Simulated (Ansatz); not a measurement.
# Preparing Al2O3 (R-3c) as a host crystal

Before any defect goes in: Al2O3 (R-3c) at rest, and how it screens a charge.

Calculated with Ansatz 0.2.0; plane-wave PAW DFT, PBEsol; relaxation of the host's cell and atoms, in the first sound run; inputs show where later runs differ.

## Step 1: The starting structure

Symmetry: R-3c, No. 167, trigonal system. Conventional cell: a = 4.805 Å, b = 4.805 Å, c = 13.116 Å, α = 90.00°, β = 90.00°, γ = 120.00°. Al has 6 O at 1.87 to 1.99 Å nearest. O has 4 Al at 1.87 to 1.99 Å nearest. Farther neighbours and most contacts between anions are not listed.

## Step 2: Host cell relaxation

Cell and atoms are relaxed together, until forces and stress fall under their thresholds.

The input, cell/input.yaml:

```yaml
crystal:
  lattice:
    - [2.4025136, 1.3870919, 4.3720844]
    - [-2.4025136, 1.3870919, 4.3720844]
    - [0.0, -2.7741838, 4.3720844]
  atoms:
    - { symbol: Al, position: [0.647904, 0.647904, 0.647904] }
    - { symbol: Al, position: [0.852096, 0.852096, 0.852096] }
    - { symbol: Al, position: [0.147904, 0.147904, 0.147904] }
    - { symbol: Al, position: [0.352096, 0.352096, 0.352096] }
    - { symbol: O, position: [0.4438545, 0.0561455, 0.75] }
    - { symbol: O, position: [0.9438545, 0.25, 0.5561455] }
    - { symbol: O, position: [0.0561455, 0.75, 0.4438545] }
    - { symbol: O, position: [0.75, 0.4438545, 0.0561455] }
    - { symbol: O, position: [0.25, 0.5561455, 0.9438545] }
    - { symbol: O, position: [0.5561455, 0.9438545, 0.25] }
basis:
  ecutwfc: 420
  xc_grid: 2
hamiltonian:
  xc: pbesol
kpoints:
  mp_grid: { grid: [7, 7, 7] }
scf:
  occupations: { method: fixed }
  max_iter: 100
relax:
  f_tol: 0.005
  max_steps: 60
  cell: {}
output:
  forces: true
  stress: true
checkpoint:
  write: "../cell.run"
  compress: false
  write_wavefunctions: false
  write_every: 100000
```

Command:

```sh
$ ansatz run input.yaml --threads 8 --pin off --max-ram 22609MiB --backend cpu --events-out ev --progress --plain --runs-dir out
```

Numbers of over 12 decimals in the logs are rounded to 6 here.

Output:

```text
[... repeated set-up lines and file paths are left out, and long positions are rounded to six places ...]
Engine: ansatz 0.2.0, aarch64-unknown-linux-gnu
Pseudopotentials: kind: paw
Pseudopotential: Al, paw, valence charge 3, recommended cutoff 420 eV (normal), Al.paw.azcp
Pseudopotential: O, paw, valence charge 6, recommended cutoff 420 eV (normal), O.paw.azcp
Functional definition: PBEsol
  exchange = pbesol_x
  correlation = pbesol_c
Crystal: 10 atoms, lattice volume = 87.420 Å³
Basis set: ecut = 420 eV, 1707 PW (Γ), exchange–correlation on 72×72×72 points (8 copies of the dense FFT grid, shifted against one another)
Bands: 34, of which v1, the nominal top of the filled ones, is band 24 counted from 1 (23 counted from 0)
Symmetry: 12 space group operations
Space group: R-3c (ITA 167), of the structure as read, at distance tolerance 4.4e-5 Å
k-points: 44 of 343
Non-local potential: Al, projectors of the file, l = 0: 2, l = 1: 2, l = 2: 1
Non-local potential: O, projectors of the file, l = 0: 2, l = 1: 2, l = 2: 1
PAW form: soft (Blöchl's): semilocal exchange-correlation on the pseudo side does not see the compensation charge
PAW frozen core: Al, regenerated for the run's functional, and the local potential with it (the file was generated under x = pbe(κ = 0.804, μ = 0.219515), c = pbe(β = 0.066725))
PAW frozen core: O, regenerated for the run's functional, and the local potential with it (the file was generated under x = pbe(κ = 0.804, μ = 0.219515), c = pbe(β = 0.066725))
PAW one-centre angular grid: Al, 110 points (default); XC on 64 Gauss nodes
PAW one-centre angular grid: O, 110 points (default); XC on 64 Gauss nodes
Initial density: superposition of atomic densities (neutral atoms: chi_scale 0, normalization atom), corrected by the library's trained network
Initial wavefunctions: pseudopotential atomic-orbital guess
Functional: x = pbesol(κ = 0.804, μ = 0.123457), c = pbesol(β = 0.046)
SCF iter   1: F=—  HF=-5478.871218 eV  |F-HF|=—  |Δ(HF+E_count)|=         —  Δρ=1.60e-2  dr2=1.70e-1  ethr=1.77e-3  ⟨swp⟩=5.2  Hψ=5970  notcnv=0  defer=326
preconditioner: auto → Resta (q_TF=auto, 2.469 Å⁻¹)  ε∞=3.6  [insulator: Δε(μ)=5.664 eV  Ē_g=17.047 eV  n_scr=20 (ndim 8)  ℏωp=27.5 eV  f_vac=0.000  ε∞_Penn≈3.6]
SCF iter   2: F=—  HF=-5478.820081 eV  |F-HF|=—  |Δ(HF+E_count)|=   5.11e-2  Δρ=2.05e-3  dr2=1.57e-3  ethr=3.55e-4  ⟨swp⟩=2.6  Hψ=2769  notcnv=0  defer=350
SCF iter   3: F=—  HF=-5478.820249 eV  |F-HF|=—  |Δ(HF+E_count)|=   1.68e-4  Δρ=1.10e-3  dr2=5.56e-4  ethr=3.26e-6  ⟨swp⟩=2.0  Hψ=1737  notcnv=0  defer=308
automatic band count: iteration 3 solves 33 bands in place of 34: the levels show a gap, and the empty bands left out lie too high to hold charge; the band table lists the bands solved (type scf.n_extra_bands for more)
SCF iter   4: F=—  HF=-5478.820319 eV  |F-HF|=—  |Δ(HF+E_count)|=   7.02e-5  Δρ=8.12e-5  dr2=5.01e-6  ethr=1.16e-6  ⟨swp⟩=2.4  Hψ=2173  notcnv=0  defer=300
SCF iter   5: F=—  HF=-5478.820331 eV  |F-HF|=—  |Δ(HF+E_count)|=   1.19e-5  Δρ=1.75e-5  dr2=2.14e-7  ethr=1.04e-8  ⟨swp⟩=2.6  Hψ=2454  notcnv=0  defer=200
SCF iter   6: F=-5478.820331 eV  HF=-5478.820331 eV  |F-HF|=4.58e-9  |Δ(HF+E_count)|=   5.94e-8  Δρ=2.92e-6  dr2=9.98e-9  ethr=2.08e-10  ⟨swp⟩=4.0  Hψ=4531  notcnv=0
SCF 1 converged in 6 iterations: F = -5478.820331 eV  dr2 = 9.98e-9
  greatest PAW one-centre occupation: 0.857 electrons in one spin orbital (limit 2), on the O atom at site 9 (counted from 0), in its partial waves of l = 0
relax step   1: F+E_penalty+E_count = -5478.82033109 eV  Δ(F+E_penalty+E_count) = +0.000e0 eV  max|allowed force component| = 4.971e-2 eV/Å  Δτ_max = 0.0000 Å  P = -4.850 GPa  Ω = 87.420 Å³  (6 SCF iters, dr2 threshold 1.00e-7 eV, accepted)
[... the SCF cycles and remarks between the steps are left out from here to the last step ...]
relax step   2: F+E_penalty+E_count = -5478.84382496 eV  Δ(F+E_penalty+E_count) = -2.349e-2 eV  max|allowed force component| = 2.821e-2 eV/Å  Δτ_max = 0.0021 Å  P = -2.660 GPa  Ω = 86.618 Å³  energy of the carried Pulay correction = +4.597e-3 eV  (5 SCF iters, dr2 threshold 1.00e-6 eV, accepted)
relax step   3: F+E_penalty+E_count = -5478.85709568 eV  Δ(F+E_penalty+E_count) = -1.327e-2 eV  max|allowed force component| = 3.007e-2 eV/Å  Δτ_max = 0.0006 Å  P = +0.049 GPa  Ω = 85.677 Å³  energy of the carried Pulay correction = +1.005e-2 eV  (5 SCF iters, dr2 threshold 1.00e-6 eV, accepted)
relax step   4: F+E_penalty+E_count = -5478.85714019 eV  Δ(F+E_penalty+E_count) = -4.451e-5 eV  max|allowed force component| = 1.533e-2 eV/Å  Δτ_max = 0.0008 Å  P = +0.008 GPa  Ω = 85.686 Å³  energy of the carried Pulay correction = +9.997e-3 eV  (4 SCF iters, dr2 threshold 5.65e-8 eV, accepted)
relax step   5: F+E_penalty+E_count = -5478.85713552 eV  Δ(F+E_penalty+E_count) = +4.671e-6 eV  max|allowed force component| = 4.932e-3 eV/Å  Δτ_max = 0.0007 Å  P = -0.009 GPa  Ω = 85.692 Å³  energy of the carried Pulay correction = +9.965e-3 eV  (4 SCF iters, dr2 threshold 1.47e-8 eV, accepted)
relax step   6: F+E_penalty+E_count = -5478.84826372 eV  Δ(F+E_penalty+E_count) = +8.872e-3 eV  max|allowed force component| = 4.627e-3 eV/Å  Δτ_max = 0.0000 Å  P = -0.205 GPa  Ω = 85.692 Å³  stress off target by 2.09e-1 GPa  SCF on the basis re-selected at this cell (its energy is not comparable with the rows above)  (5 SCF iters)
relax step   7: F+E_penalty+E_count = -5478.84871385 eV  Δ(F+E_penalty+E_count) = -4.501e-4 eV  max|allowed force component| = 2.287e-5 eV/Å  Δτ_max = 0.0003 Å  P = -0.004 GPa  Ω = 85.622 Å³  energy of the carried Pulay correction = +4.012e-4 eV  (4 SCF iters, dr2 threshold 1.09e-7 eV, accepted)
iter 1 solved again at ethr=1.91e-8 eV; its pass at ethr=3.10e-3 eV (dr2=9.16e-6 eV) is discarded
SCF iter   1: F=—  HF=-5478.848232 eV  |F-HF|=—  |Δ(HF+E_count)|=         —  Δρ=1.11e-5  dr2=2.52e-8  ethr=1.91e-8  ⟨swp⟩=3.0  Hψ=9935  notcnv=0  defer=347
SCF iter   2: F=—  HF=-5478.848243 eV  |F-HF|=—  |Δ(HF+E_count)|=   1.03e-5  Δρ=5.10e-6  dr2=7.93e-9  ethr=5.25e-11  ⟨swp⟩=2.0  Hψ=2354  notcnv=0  defer=334
SCF iter   3: F=—  HF=-5478.848243 eV  |F-HF|=—  |Δ(HF+E_count)|=   4.40e-9  Δρ=1.99e-6  dr2=1.46e-9  ethr=1.65e-11  ⟨swp⟩=2.1  Hψ=2149  notcnv=0  defer=334
SCF iter   4: F=—  HF=-5478.848243 eV  |F-HF|=—  |Δ(HF+E_count)|=  8.91e-10  Δρ=3.33e-7  dr2=1.00e-10  ethr=3.04e-12  ⟨swp⟩=3.0  Hψ=2517  notcnv=0  defer=334
SCF iter   5: F=-5478.848243 eV  HF=-5478.848243 eV  |F-HF|=3.64e-12  |Δ(HF+E_count)|=  3.82e-11  Δρ=7.31e-8  dr2=3.20e-12  ethr=1.00e-12  ⟨swp⟩=4.0  Hψ=4574  notcnv=0
SCF 8 converged in 5 iterations: F = -5478.848243 eV  dr2 = 3.20e-12
relax step   8: F+E_penalty+E_count = -5478.84824275 eV  Δ(F+E_penalty+E_count) = +4.711e-4 eV  max|allowed force component| = 4.126e-5 eV/Å  Δτ_max = 0.0000 Å  P = -0.009 GPa  Ω = 85.622 Å³  stress off target by 9.19e-3 GPa  SCF on the basis re-selected at this cell (its energy is not comparable with the rows above)  (5 SCF iters)
basis re-selected at this cell: Δ(F+E_penalty+E_count) = +4.711e-4 eV, ΔP = -0.005 GPa vs the last step (what re-selecting the basis moved, of the pressure what is left beyond the Pulay correction that the steps carried, after the strain that the cell walked [...]
SCF converged after 5 iterations
Free energy (F): -5478.848243 eV
Harris-Foulkes:  -5478.848243 eV  (|F-HF|=3.64e-12)
Internal energy: -5478.848243 eV  (E = F + TS)
E sigma→0 (E₀):  -5478.848243 eV
Fermi energy:    7.540257 eV
--- Per-component energies (eV) ---
  E_band       = 58.003500
  E_kinetic    = 1178.143740
  E_local      = -1978.782719  (includes V_loc(G=0)·N_el)
  E_nonlocal   = 326.503290
  E_hartree    = 728.900893
  E_xc         = -605.825314
  E_vxc        = -692.594705  (∫ρ·V_xc dr)
  E_paw        = -2736.808600  (= ΣΔE_a)
  E_vpaw       = -233.082956  (= ΣTr[D̂ρ^β])
  E_aug_tail   = 0.015146  (compensation charges beyond the density's cutoff)
  E_ewald      = -2391.282962
  E_core_change = 0.288284  (= ΣΔE_core)
  E_smearing   = -0.000000  (= −TS)
  E_closure    = 0.000000  (closes the sum)
  Σ components = -5478.848243   (vs F -5478.848243, Δ=0.00e0)
--- Forces (eV/Å), atoms counted from 1 ---
  atom   1  Al     0.00000000     0.00000000     0.00000657
  atom   2  Al    -0.00000000    -0.00000000    -0.00000657
  atom   3  Al     0.00000000     0.00000000     0.00000657
  atom   4  Al     0.00000000    -0.00000000    -0.00000657
  atom   5  O     -0.00004126    -0.00000000     0.00000000
  atom   6  O     -0.00002063    -0.00003573     0.00000000
  atom   7  O      0.00002063     0.00003573     0.00000000
  atom   8  O      0.00002063    -0.00003573     0.00000000
  atom   9  O     -0.00002063     0.00003573    -0.00000000
  atom  10  O      0.00004126     0.00000000     0.00000000
  max |Σ_I F_I| component: 1.79e-17 eV/Å
--- Stress (GPa, compression-positive) ---
       -0.009185      -0.000000      -0.000000
       -0.000000      -0.009185       0.000000
       -0.000000      -0.000000      -0.007187
  P = ⅓ Tr σ = -0.0085 GPa (-0.085 kbar)
--- Relaxed structure (6 steps of the walk, 6 accepted, 2 SCFs on fresh bases) ---
  F+E_penalty+E_count = -5478.84824275 eV   max|allowed force component| = 4.126e-5 eV/Å   (the final SCF, on the basis selected at the relaxed cell)
  cell:  # Å, volume = 85.6225 Å³
    - [2.386934, 1.378097, 4.338269]
    - [-2.386934, 1.378097, 4.338269]
    - [0, -2.756194, 4.338269]
  atoms:
    - { symbol: Al, position: [0.647921, 0.647921, 0.647921] }
    - { symbol: Al, position: [0.852079, 0.852079, 0.852079] }
    - { symbol: Al, position: [0.147921, 0.147921, 0.147921] }
    - { symbol: Al, position: [0.352079, 0.352079, 0.352079] }
    - { symbol: O, position: [0.444140, 0.055860, 0.75] }
    - { symbol: O, position: [0.944140, 0.250000, 0.555860] }
    - { symbol: O, position: [0.055860, 0.750000, 0.444140] }
    - { symbol: O, position: [0.75, 0.444140, 0.055860] }
    - { symbol: O, position: [0.250000, 0.555860, 0.944140] }
    - { symbol: O, position: [0.555860, 0.944140, 0.250000] }
```

Run time: 20 s. Hardware: 8 threads of Arm Neoverse V2, shared host; peak memory 0.51 GiB.

Step by step:

| step | energy less that of the first step (eV) | largest force component (eV/Å) | pressure (GPa) | volume (Å³) |
| --- | --- | --- | --- | --- |
| 1 | 0.0000 | 0.0497 | -4.85 | 87.42 |
| 2 | -0.0235 | 0.0282 | -2.66 | 86.62 |
| 3 | -0.0368 | 0.0301 | 0.05 | 85.68 |
| 4 | -0.0368 | 0.0153 | 0.01 | 85.69 |
| 5 | -0.0368 | 0.0049 | -0.01 | 85.69 |
| 6 | -0.0279 | 0.0046 | -0.20 | 85.69 |
| 7 | -0.0284 | 0.0000 | 0.00 | 85.62 |
| 8* | -0.0279 | 0.0000 | -0.01 | 85.62 |

Relaxation steps marked * repeat the geometry before them on a plane-wave basis chosen anew for their cell, so energy and pressure can jump there. The log counts 2 steps on a newly chosen plane-wave basis, not all of them marked here; energy and pressure can jump at such steps.

Forces are held to the 12 operations that the run works with; a distortion that breaks them can't arise in this run.

| conventional cell, symmetrised | before | after | change |
| --- | --- | --- | --- |
| a (Å) | 4.805 | 4.774 | -0.6 % |
| b (Å) | 4.805 | 4.774 | -0.6 % |
| c (Å) | 13.116 | 13.015 | -0.8 % |
| volume (Å³/atom) | 8.74 | 8.56 | -2.1 % |

Numbers from this step:

| Property | Result |
| --- | --- |
| pressure | -0.008519 GPa |

The relaxation ends with a largest force component of 4.1e-5 eV/Å and a pressure of -0.01 GPa.

## Step 3: Dielectric tensors of the host

The response to a uniform electric field gives the electronic dielectric tensor.

This step: plane-wave PAW DFPT, PBEsol; dielectric tensors, Born charges and zone-centre modes of the host (Ansatz 0.2.0).

The input, eps/input.yaml:

```yaml
crystal:
  lattice:
    - [2.3869337137, 1.3780968221, 4.3382690299]
    - [-2.3869337137, 1.3780968221, 4.3382690299]
    - [0.0, -2.7561936443, 4.3382690299]
  atoms:
    - { symbol: Al, position: [0.6479208861, 0.6479208861, 0.6479208861] }
    - { symbol: Al, position: [0.8520791139, 0.8520791139, 0.8520791139] }
    - { symbol: Al, position: [0.1479208861, 0.1479208861, 0.1479208861] }
    - { symbol: Al, position: [0.3520791139, 0.3520791139, 0.3520791139] }
    - { symbol: O, position: [0.4441402346, 0.0558597654, 0.75] }
    - { symbol: O, position: [0.9441402346, 0.25, 0.5558597654] }
    - { symbol: O, position: [0.0558597654, 0.75, 0.4441402346] }
    - { symbol: O, position: [0.75, 0.4441402346, 0.0558597654] }
    - { symbol: O, position: [0.25, 0.5558597654, 0.9441402346] }
    - { symbol: O, position: [0.5558597654, 0.9441402346, 0.25] }
basis:
  ecutwfc: 420
hamiltonian:
  xc: pbesol
kpoints:
  mp_grid: { grid: [6, 6, 6] }
scf:
  occupations: { method: fixed }
  max_iter: 100
phonons:
  method: dfpt
  dielectric: true
  rigid_motions: translations
```

Output:

```text
[...]
Crystal: 10 atoms, lattice volume = 85.622 Å³
Basis set: ecut = 420 eV, 1653 PW (Γ), exchange–correlation on 72×72×72 points (8 copies of the dense FFT grid, shifted against one another)
Bands: 34, of which v1, the nominal top of the filled ones, is band 24 counted from 1 (23 counted from 0)
Symmetry: 12 space group operations
k-points: 112 of 216 (irreducible under 1 space group operation, time reversal used)
[...]
SCF iter   1: F=—  HF=-5478.899070 eV  |F-HF|=—  |Δ(HF+E_count)|=         —  Δρ=1.61e-2  dr2=1.68e-1  ethr=1.77e-3  ⟨swp⟩=5.1  Hψ=15355  notcnv=0  defer=827
[...]
SCF iter   8: F=-5478.848116 eV  HF=-5478.848116 eV  |F-HF|=9.09e-13  |Δ(HF+E_count)|=  1.20e-10  Δρ=1.02e-7  dr2=7.19e-12  ethr=1.00e-12  ⟨swp⟩=15.5  Hψ=26430  notcnv=0
SCF 1 converged in 8 iterations: F = -5478.848116 eV  dr2 = 7.19e-12
[...]
NSCF: frozen V_eff on 6 k-points
DFPT response loops at Γ: preconditioner auto → none (the input reference at scf.mixing.eps_inf says where Resta's filter doesn't serve); β = 0.50; Broyden in place of MSR1
SCF converged after 8 iterations
Free energy (F): -5478.848116 eV
[...]
Internal energy: -5478.848116 eV  (E = F + TS)
E sigma→0 (E₀):  -5478.848116 eV
Fermi energy:    7.540257 eV
[...]
--- Band table (eV; the first three rows and the last of 112) ---
[...]
[... further k-points left out ...]
--- Phonons (Γ-DFPT): 5 representative perturbations + reference, on 112 of 216 k-points (Σ response iterations 18) ---
  k mesh reduced under 1 symmetry operation, with k and −k counted as one. Each operation leaves every solved perturbation unchanged. A smaller set is not considered because the run solves the response to a homogeneous field
  ASR residual: 4.403e-5 → 0.000e0 eV/Å²; symmetrization residual: 3.577e-5 eV/Å²
  ASR residual per site (eV/Å²): 1.95e-5 1.95e-5 1.95e-5 1.95e-5 4.40e-5 4.40e-5 4.40e-5 4.40e-5 4.40e-5 4.40e-5
  Γ frequencies (cm⁻¹): 0.00 0.00 0.00 297.49 363.68 363.68 376.61 376.61 383.42 405.35 420.41 420.41 424.97 424.97 433.50 433.50 514.15 556.37 556.37 561.85 561.85 567.45 589.11 613.94 613.94 624.27 673.96 729.12 729.12 730.73
  ε∞ (high-frequency dielectric tensor):
        3.295622     0.000000    -0.000000
       -0.000000     3.295622     0.000000
        0.000000     0.000000     3.257177
  ε⁰ (static dielectric tensor: ions relaxed, cell fixed):
        9.716992     0.000000    -0.000000
        0.000000     9.716992    -0.000000
       -0.000000    -0.000000    11.805429
  ε⁰ − ε∞ (ionic part):
        6.421370     0.000000    -0.000000
        0.000000     6.421370    -0.000000
       -0.000000    -0.000000     8.548252
  softest optical mode at Γ: 297.49 cm⁻¹; the repairs (sum rule, projections) moved no ω² at Γ by more than (4.40 cm⁻¹)²
  Born effective charges Z* (e; rows j = field, columns β = displacement):
    site 0:
         2.98076   -0.03049   -0.00000
         0.03049    2.98076    0.00000
         0.00000    0.00000    2.94701
    site 1:
         2.98076    0.03049    0.00000
        -0.03049    2.98076    0.00000
        -0.00000    0.00000    2.94701
    site 2:
         2.98076    0.03049    0.00000
        -0.03049    2.98076    0.00000
        -0.00000    0.00000    2.94701
    site 3:
         2.98076   -0.03049   -0.00000
         0.03049    2.98076    0.00000
         0.00000    0.00000    2.94701
    site 4:
        -2.08820   -0.00000    0.00000
        -0.00000   -1.88614    0.27217
        -0.00000    0.36582   -1.96467
    site 5:
        -1.93666   -0.08749    0.23570
        -0.08749   -2.03769   -0.13608
         0.31681   -0.18291   -1.96467
    site 6:
        -1.93666   -0.08749    0.23570
        -0.08749   -2.03769   -0.13608
         0.31681   -0.18291   -1.96467
    site 7:
        -1.93666    0.08749   -0.23570
         0.08749   -2.03769   -0.13608
        -0.31681   -0.18291   -1.96467
    site 8:
        -1.93666    0.08749   -0.23570
         0.08749   -2.03769   -0.13608
        -0.31681   -0.18291   -1.96467
    site 9:
        -2.08820   -0.00000    0.00000
        -0.00000   -1.88614    0.27217
         0.00000    0.36582   -1.96467
  Z* charge neutrality: 6.913e-5 e pre-enforcement
  k-mesh period / interband length: 28.6 Å / 1.27 Å = 22.49 at k = (0.0000, 0.0000, 0.0000), direct gap 6.030 eV — 14 or more, which is no proof of convergence
  optical modes at Γ without the LO–TO term, one row a degenerate level:
      ω (cm⁻¹)  modes    IR ((D/Å)²/amu)
        297.49      1             0.0000
[...]
optical modes at Γ + LO–TO along q̂ = [1.0000, 0.0000, 0.0000]:
      ω (cm⁻¹)  modes    IR ((D/Å)²/amu)
[...]
optical modes at Γ + LO–TO along q̂ = [0.0000, 1.0000, 0.0000]:
      ω (cm⁻¹)  modes    IR ((D/Å)²/amu)
[...]
optical modes at Γ + LO–TO along q̂ = [0.0000, 0.0000, 1.0000]:
      ω (cm⁻¹)  modes    IR ((D/Å)²/amu)
[...]
433.50      2             0.0000
        487.07      1             2.0577
        514.15      1             0.0000
        556.37      2            81.2406
        561.85      2             0.0000
        589.11      1             0.0000
        613.94      2             7.1723
        624.27      1             0.0000
        673.96      1             0.0000
        729.12      2             0.0000
        730.73      1             0.0000
        850.41      1            62.2010
```

Elapsed: 83 s, on 8 threads; peak memory 1.5 GiB.

The column dr2 measures how far the density is from self-consistency, as an energy; F and HF (Harris–Foulkes) agree once it is small.

Electronic dielectric tensor:

```
3.30 0.00 0.00
0.00 3.30 0.00
0.00 0.00 3.26
```

Static dielectric tensor:

```
 9.72  0.00  0.00
 0.00  9.72  0.00
 0.00  0.00 11.81
```

The principal values of the electronic dielectric tensor are 3.26, 3.30 and 3.30. The principal values of the static dielectric tensor are 9.72, 9.72 and 11.81.

(Part 1 of 3 ends here.)

[Logs are printed without paths, hosts, clocks, repeated set-up lines and the standing remarks that a program may print on its own settings, such as how far it seeks lower states.]

[Hosts, paths, dates, database ids (printed as entryN), source tags and the programs' standing remarks are cut or masked in the printed files.]

[Runs of the host that timed out are not shown.]

[For some hosts the program warned that the k-mesh of the response run may be too coarse for force constants and the static dielectric constant; such warnings are not always shown.]
